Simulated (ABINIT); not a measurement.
Ir:

```
Ir
1.0
     0.00000    1.91560    1.91560
     1.91560    0.00000    1.91560
     1.91560    1.91560    0.00000
Ir
1
Direct
  0.00000 0.00000 0.00000
```

Base run:

```yaml
Program: ABINIT 10.8.3 (patched build)
Functional: BP86
Potentials_or_basis: JTH PAW PBE v2.0
Cutoff: 463 eV
k_mesh: 12 × 12 × 12
Occupations: fermi-dirac, width 0.05 eV
Spin: no spin polarisation
```

Its results: band gap on the k mesh none (metal or under the smearing width); pressure 14.1 GPa.

Problem. The run is repeated on the same cell with these changes: functional from BP86 to PBE; k mesh from 12 × 12 × 12 to 5 × 5 × 5. What comes out?

Solution. Band gap on the k mesh none (metal or under the smearing width); pressure 16.0 GPa.

Several settings changed at once, so the effect can't be laid on one alone.

Caveats: some runs use coarse meshes; the PAW data sets were made with another functional, which shifts forces and pressure a little (some runs); spin-orbit coupling is left out, which moves the levels of the heavy elements (some runs); so large a pressure means that the cell lies far from this level's equilibrium, or that cutoff or potentials fall short (some runs).
